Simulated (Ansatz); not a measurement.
Structure relaxation of Cu

These are results of DFT PBE, scalar-relativistic, plane waves, PAW (Ansatz), not measurements. Cutoff 420 eV, Γ-centred k mesh, Gaussian smearing, no spin polarisation in the final step.

Cu was placed on the sites of a reported S cell (R-3, No. 148), at a guessed volume.

```yaml
crystal:
  lattice:
    - [4.29188, 2.47792, 1.12287]
    - [-4.29188, 2.47792, 1.12287]
    - [0.00000, -4.95584, 1.12287]
  atoms:
    - { symbol: Cu, position: [0.58450, 0.35100, 0.24650] }
    - { symbol: Cu, position: [0.24650, 0.58450, 0.35100] }
    - { symbol: Cu, position: [0.35100, 0.24650, 0.58450] }
    - { symbol: Cu, position: [0.41550, 0.64900, 0.75350] }
    - { symbol: Cu, position: [0.75350, 0.41550, 0.64900] }
    - { symbol: Cu, position: [0.64900, 0.75350, 0.41550] }
```

Cell and atoms relax at zero pressure; the relaxation can't lower the symmetry of the start. After a coarse first stage the cell is made exact in the group found at 0.06 Å.

Energies count from the standard state of Cu at the same level.

Q: What does it relax into?

A: It ends in R-3c (No. 167). Conventional cell: a = 7.855 Å, c = 4.198 Å. Cu has 10 Cu at 2.45–2.58 Å.

Space group R-3c:H (No. 167). a = 7.855 Å, b = 7.855 Å, c = 4.198 Å, α = 90.00°, β = 90.00°, γ = 120.00°
```json
{"atom": "Cu", "site": "18e", "symmetry": ".2", "x": "0.8518", "y": "0.5185", "z": "0.5833"}
```

Q: What are its volume, energy, density and gap?

A: The volume per atom is 12.46 Å³ and the density is 8.47 g/cm³. The energy over the standard structure is 0.14 eV/atom and the gap on the 12×12×12 mesh is 0 eV (a metal).

The final run used a 12×12×12 mesh on its 6-atom cell and 0.10 eV smearing. The k mesh leaves about 4 meV/atom of noise in metals. A structure relaxed within its symmetry needn't be a true minimum.